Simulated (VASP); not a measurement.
# AlN (I4/mmm) in VASP: a series of runs

Runs on AlN. Level: LDA. Tasks: single point.

Everything below comes from runs of VASP 6.6.1. Logs are shortened: lines on timing, memory, paths and dates and some standing lists are left out, and cuts for length are marked.

### Step 1. The cell of the first run

Symmetry: I4/mmm, No. 139, tetragonal system. Conventional cell: a = 2.805 Å, b = 2.805 Å, c = 4.171 Å, α = 90.00°, β = 90.00°, γ = 90.00°. Around Al (site symmetry 4/mmm) lie 6 N at 1.98 to 2.09 Å. Around N (site symmetry 4/mmm) lie 6 Al at 1.98 to 2.09 Å.

Measurements of this composition are mostly on another form, of space group No. 186.

### Step 2. Single point, LDA (strain -0.025 along x and y, +0.025 along z, atoms carried along)

File INCAR:

```
SYSTEM = AlN
ALGO     = Fast           ! electronic algorithm
EDIFF    = 1E-6           ! SCF threshold, eV
ENCUT    = 520            ! plane-wave cutoff, eV
GGA      = CA             ! functional
ISIF     = 2              ! what is computed and relaxed
ISMEAR   = 0              ! smearing method
LASPH    = .True.         ! aspherical terms in the spheres
LCHARG   = .False.        ! write CHGCAR
LREAL    = .False.        ! projectors in reciprocal space
LWAVE    = .False.        ! write WAVECAR
NBANDS   = 11             ! bands
NELM     = 60             ! most SCF steps
PREC     = Accurate       ! precision mode
SIGMA    = 0.05           ! smearing width, eV
```

File KPOINTS:

```
k-points
0
Gamma
  10 10 10
  0 0 0
```

File POSCAR:

```
AlN
1.0
    0.0000000000      1.9836550500      2.0853809500
    1.9836550500      0.0000000000      2.0853809500
    1.9836550500      1.9836550500      0.0000000000
Al N
1 1
Direct
    0.5000000000      0.5000000000      0.5000000000
    0.0000000000      0.0000000000      0.0000000000
```

Potentials or basis: VASP PAW LDA potentials, release 64 (Al, N).

Launch:

```
cat potpaw_LDA.64/Al/POTCAR potpaw_LDA.64/N/POTCAR > POTCAR
mpirun -np 1 vasp_std > vasp.out
```

OUTCAR:

```text
SYSTEM = AlN
   EDIFF = 1E-6
   ENCUT = 520
   GGA = CA
   ISIF = 2
   ISMEAR = 0
   LASPH = .True.
   LREAL = .False.
   NELM = 60
   PREC = Accurate

 ion  position               nearest neighbor table
   1  0.500  0.500  0.500-   2 1.98   2 1.98   2 1.98   2 1.98   2 2.09   2 2.09
   2  0.000  0.000  0.000-   1 1.98   1 1.98   1 1.98   1 1.98   1 2.09   1 2.09

  LATTYP: Found a body centered tetragonal cell.
 ALAT       =     2.8053118748
 C/A-ratio  =     1.4867373348

  Lattice vectors:

 A1 = (  -1.9836550500,   0.0000000000,   2.0853809500)
 A2 = (   1.9836550500,   0.0000000000,   2.0853809500)
 A3 = (   0.0000000000,   1.9836550500,  -2.0853809500)

Analysis of symmetry for initial positions (statically):
=====================================================================
 Subroutine PRICEL returns:
 Original cell was already a primitive cell.

 Routine SETGRP: Setting up the symmetry group for a
 body centered tetragonal supercell.

 Subroutine GETGRP returns: Found 16 space group operations
 (whereof 16 operations were pure point group operations)
 out of a pool of 16 trial point group operations.

The static configuration has the point symmetry D_4h.

Analysis of symmetry for dynamics (positions and initial velocities):
=====================================================================
 Subroutine PRICEL returns:
 Original cell was already a primitive cell.

 Routine SETGRP: Setting up the symmetry group for a
 body centered tetragonal supercell.

 Subroutine GETGRP returns: Found 16 space group operations
 (whereof 16 operations were pure point group operations)
 out of a pool of 16 trial point group operations.

The dynamic configuration has the point symmetry D_4h.

 Subroutine INISYM returns: Found 16 space group operations
 (whereof 16 operations are pure point group operations),
 and found     1 'primitive' translations

----------------------------------------------------------------------------------------

                                     Primitive cell

  volume of cell :      16.4115

  direct lattice vectors                    reciprocal lattice vectors
     0.000000000  1.983655050  2.085380950    -0.252059954  0.252059954  0.239764346
     1.983655050  0.000000000  2.085380950     0.252059954 -0.252059954  0.239764346
     1.983655050  1.983655050  0.000000000     0.252059954  0.252059954 -0.239764346

  length of vectors
     2.878141946  2.878141946  2.805311875     0.429599095  0.429599095  0.429599095

  position of ions in fractional coordinates (direct lattice)
     0.500000000  0.500000000  0.500000000
     0.000000000  0.000000000  0.000000000

[... 84 lines left out ...]
   POTIM  = 0.5000    time-step for ionic-motion
   TEBEG  =    0.0;   TEEND  =   0.0 temperature during run
   PSTRESS=    0.0 pullay stress
   NELECT =       8.0000    total number of electrons
   NUPDOWN=      -1.0000    fix difference up-down
   EMIN   =  10.00;   EMAX   =-10.00  energy-range for DOS
   EFERMI =   0.00;   METHOD = LEGACY
   ISMEAR =     0;   SIGMA  =   0.05  broadening in eV -4-tet -1-fermi 0-gaus
   EFERMI_NEDOS =   21; number of points for ismear=-14 and -15
   IALGO  =     68    algorithm
   IMIX   =      4    mixing-type and parameters
     AMIX     =   0.40;   BMIX     =  1.00
     AMIX_MAG =   1.60;   BMIX_MAG =  1.00
  volume/ion in A,a.u.               =       8.21        55.38
  Fermi-wavevector in a.u.,A,eV,Ry     =   1.288414  2.434750 22.585832  1.660012
  Thomas-Fermi vector in A             =   2.420370
   LORBIT       =      0    0 simple, 1 ext, 2 COOP (PROOUT), +10 PAW based schemes
   GGA     = CA    functional components
   LHFCALC =     F    Hartree Fock is set to
   AEXX    =    0.0000 exact exchange contribution
   IVDW    =     0    specifies the selected vdW correction
   LEPSILON=     F    determine dielectric tensor
   LRPA    =     F    only Hartree local field effects (RPA)
 non-spin polarized calculation
 RMM-DIIS sequential band-by-band and
 Gauss-broadening in eV      SIGMA  =   0.05
  energy-cutoff  :      520.00
  volume of cell :       16.41
 maximum number of plane-waves:       453
 NGX is ok and might be reduce to    24
   NGX = 11   NGY = 11   NGZ = 11

 number of electron       8.0000000 magnetization

 Free energy of the ion-electron system (eV)
  ---------------------------------------------------
  ext. energy  EPLUGINS =         0.00000000
  ---------------------------------------------------
  free energy    TOTEN  =       -16.20470065 eV

  energy without entropy =      -16.20470065  energy(sigma->0) =      -16.20470065

 E-fermi :  10.2222     XC(G=0): -12.6024

 val. band max:       10.0069783259   @ k =   0.0000   0.0000   0.0000
 cond. band min:      14.1881461597   @ k =   0.5000   0.0000   0.5000
 fundamental gap:      4.1811678339
 Fermi energy:        10.2221864171

 k-point     1 :       0.0000    0.0000    0.0000
  band No.  band energies     occupation
      1      -7.6798      2.00000
      2       9.6769      2.00000
      3       9.6769      2.00000
      4      10.0070      2.00000
      5      15.6177      0.00000
      6      21.4192      0.00000
      7      22.0987      0.00000
      8      22.0987      0.00000
      9      26.7285      0.00000
     10      27.0284      0.00000
     11      27.1221      0.00000
[... 309 lines left out ...]
 k-point    24 :       0.4000    0.3000    0.0000
  band No.  band energies     occupation
      1      -4.7865      2.00000
      2       3.8937      2.00000
      3       7.0488      2.00000
      4       7.6791      2.00000
      5      16.0870      0.00000
      6      16.8976      0.00000
      7      21.6371      0.00000
      8      25.6890      0.00000
      9      26.3464      0.00000
     10      31.7934      0.00000
     11      34.1387      0.00000

 [... further k-points ...]
[... 5 lines left out ...]
  --------------------------------------------------------------------------------------
  -------------------------------------------------------------------------------------
  Total        0.1807759      0.1807759     -1.1770539      0.0000000      0.0000000      0.0000000
  in kB       17.6483213     17.6483213   -114.9103697      0.0000000      0.0000000      0.0000000
  external PRESSURE =     -26.5379090 kB  Pullay stress =       0.0000000 kB

 VOLUME and BASIS-vectors are now :
 -----------------------------------------------------------------------------
  energy-cutoff  :      520.00
  volume of cell :       16.41
      direct lattice vectors                 reciprocal lattice vectors
     0.000000000  1.983655050  2.085380950    -0.252059954  0.252059954  0.239764346
     1.983655050  0.000000000  2.085380950     0.252059954 -0.252059954  0.239764346
     1.983655050  1.983655050  0.000000000     0.252059954  0.252059954 -0.239764346

 POSITION                                       TOTAL-FORCE (eV/Angst)
 -----------------------------------------------------------------------------------
      1.98366      1.98366      2.08538         0.000000      0.000000      0.000000
      0.00000      0.00000      0.00000         0.000000      0.000000     -0.000000
 -----------------------------------------------------------------------------------
    total drift:                                0.000000     -0.000000     -0.000000

  FREE ENERGIE OF THE ION-ELECTRON SYSTEM (eV)
  ---------------------------------------------------
  free  energy   TOTEN  =       -16.2047006542 eV

  energy  without entropy=      -16.2047006542  energy(sigma->0) =      -16.20470065
```

OSZICAR:

```text
N       E                     dE             d eps       ncg     rms          rms(c)
DAV:   1     0.242050359095E+01    0.24205E+01   -0.39953E+03  2268   0.666E+02
DAV:   2    -0.176239036083E+02   -0.20044E+02   -0.19192E+02  2780   0.111E+02
DAV:   3    -0.181076635518E+02   -0.48376E+00   -0.48228E+00  2710   0.140E+01
DAV:   4    -0.181088268959E+02   -0.11633E-02   -0.11633E-02  2511   0.874E-01
DAV:   5    -0.181088323749E+02   -0.54790E-05   -0.54788E-05  2625   0.610E-02    0.775E+00
RMM:   6    -0.162615332412E+02    0.18473E+01   -0.22088E+00  2251   0.884E+00    0.274E+00
RMM:   7    -0.162243926336E+02    0.37141E-01   -0.11345E-01  2357   0.215E+00    0.174E+00
RMM:   8    -0.162069338113E+02    0.17459E-01   -0.29936E-02  2398   0.152E+00    0.308E-01
RMM:   9    -0.162047372728E+02    0.21965E-02   -0.28056E-03  2493   0.390E-01    0.152E-01
RMM:  10    -0.162048370994E+02   -0.99827E-04   -0.10606E-03  2540   0.205E-01    0.960E-02
RMM:  11    -0.162047010264E+02    0.13607E-03   -0.20845E-04  2416   0.100E-01    0.197E-02
RMM:  12    -0.162047026948E+02   -0.16684E-05   -0.64987E-06  2510   0.231E-02    0.230E-02
RMM:  13    -0.162046997287E+02    0.29661E-05   -0.12435E-05  2408   0.220E-02    0.214E-02
RMM:  14    -0.162047006542E+02   -0.92545E-06   -0.13503E-06  1837   0.812E-03
   1 F= -.16204701E+02 E0= -.16204701E+02  d E =-.253944E-12
```

Wall time 6.5 s (1 thread of Intel Xeon 6975P-C (Granite Rapids), shared host); peak memory 0.13 GiB.

What came out:

```yaml
Free_energy: -16.2047 eV
Pressure: -2.7 GPa
Band_gap_on_the_k_mesh: 4.18 eV, indirect (least direct gap 5.61 eV)
```

A k mesh can miss the band edges.

### Step 3. Single point, LDA (strain -0.025 along x and y, +0.050 along z, atoms carried along)

File INCAR:

```
PREC = Accurate
ENCUT = 520
EDIFF = 1E-6
ISMEAR = 0
SIGMA = 0.05
LREAL = False
LASPH = True
NELM = 100
ALGO = Normal
ISIF = 2
LWAVE = False
LCHARG = False
GGA = CA
NBANDS = 11
```

File KPOINTS:

```
Automatic mesh
0
Gamma
  10 10 10
```

File POSCAR:

```
AlN
1.0
    0.0000000000      1.9836550500      2.1362439000
    1.9836550500      0.0000000000      2.1362439000
    1.9836550500      1.9836550500      0.0000000000
Al N
1 1
Direct
    0.5000000000      0.5000000000      0.5000000000
    0.0000000000      0.0000000000      0.0000000000
```

Potentials or basis: VASP PAW LDA potentials, release 64 (Al, N).

Launch:

```
cat potpaw_LDA.64/Al/POTCAR potpaw_LDA.64/N/POTCAR > POTCAR
mpirun -np 1 vasp_std > vasp.out
```

Run time: 5.1 s. Hardware: 1 thread of Intel Xeon 6975P-C (Granite Rapids), shared host; peak memory 0.13 GiB.

It converged, with:

```yaml
Free_energy: -16.1671 eV
Pressure: -7.5 GPa
Band_gap_on_the_k_mesh: 3.83 eV, indirect (least direct gap 5.14 eV)
```

Stress tensor (GPa, compression positive):
```
 -2.11   0.00   0.00
  0.00  -2.11   0.00
  0.00   0.00 -18.37
```

Levels at points of the mesh, in eV from the valence-band top:
```csv
k point,band 1,band 2,band 3,band 4,band 5,band 6,band 7,band 8,band 9
"(0.00, 0.00, 0.00)",-17.56,-0.47,-0.47,0.00,5.14,11.08,12.08,12.08,15.95
"(0.50, 0.00, 0.00)",-14.29,-8.53,-1.53,-1.21,5.53,9.91,11.25,12.47,15.49
"(0.50, 0.50, 0.00)",-13.75,-7.79,-2.71,-2.71,4.59,5.41,12.74,17.01,17.01
"(0.50, 0.00, 0.50)",-13.10,-7.49,-3.70,-2.75,3.83,4.76,13.69,14.99,17.41
```

### Step 4. Single point, LDA (strain -0.025 along x and y, -0.050 along z, atoms carried along)

File INCAR:

```
SYSTEM = AlN
PREC = Accurate ; ENCUT = 520
EDIFF = 1E-6 ; ISMEAR = 0
SIGMA = 0.05 ; LREAL = .FALSE.
LASPH = .TRUE. ; NELM = 100
ALGO = Fast ; ISIF = 2
LWAVE = .FALSE. ; LCHARG = .FALSE.
NBANDS = 11
```

File KPOINTS:

```
regular mesh
0
G
  10 10 10
  0 0 0
```

File POSCAR:

```
AlN
1.0
    0.0000000000      1.9836550500      1.9327921000
    1.9836550500      0.0000000000      1.9327921000
    1.9836550500      1.9836550500      0.0000000000
Al N
1 1
Direct
    0.5000000000      0.5000000000      0.5000000000
    0.0000000000      0.0000000000      0.0000000000
```

Launch:

```
cat potpaw_LDA.64/Al/POTCAR potpaw_LDA.64/N/POTCAR > POTCAR
mpirun -np 1 vasp_std > vasp.out
```

Wall time 6.9 s (1 thread of Intel Xeon 6975P-C (Granite Rapids), shared host); peak memory 0.13 GiB.

The run converged. Its results:

```yaml
Free_energy: -16.1659 eV
Pressure: 19.7 GPa
Band_gap_on_the_k_mesh: 4.80 eV, indirect (least direct gap 6.94 eV)
```

Stress tensor (GPa, compression positive):
```
15.77  0.00  0.00
 0.00 15.77  0.00
 0.00  0.00 27.62
```

Levels at points of the mesh, in eV from the valence-band top:
```
           k point  band 1  band 2  band 3  band 4  band 5  band 6  band 7  band 8
(0.00, 0.00, 0.00)  -18.25   -0.19    0.00    0.00    6.94   12.10   12.10   12.47
(0.50, 0.00, 0.00)  -14.57   -8.96   -1.37   -1.25    6.58   11.12   11.79   14.29
(0.50, 0.50, 0.00)  -13.28   -7.95   -3.24   -3.24    4.80    5.06   15.08   18.08
(0.50, 0.00, 0.50)  -13.52   -8.10   -3.19   -2.85    5.07    5.33   14.75   17.90
```

Caveat: so large a pressure means that the cell lies far from this level's equilibrium, or that cutoff or potentials fall short.

### Step 5. The runs side by side

```tsv
cell	gap on the mesh (eV)	pressure (GPa)
strain -0.025 along x and y, +0.025 along z, atoms carried along	4.18	-2.7
strain -0.025 along x and y, +0.050 along z, atoms carried along	3.83	-7.5
strain -0.025 along x and y, -0.050 along z, atoms carried along	4.80	19.7
```

Alike in all rows: task single point; level LDA; potentials or basis VASP PAW LDA potentials, release 64 (Al, N); no spin polarisation; k mesh 10 × 10 × 10; cutoff (eV) 520; smearing gaussian 0.05 eV.

Caveats: so large a pressure means that the cell lies far from this level's equilibrium, or that cutoff or potentials fall short (some runs).

Absolute energies hang on the potentials; compare differences alone.
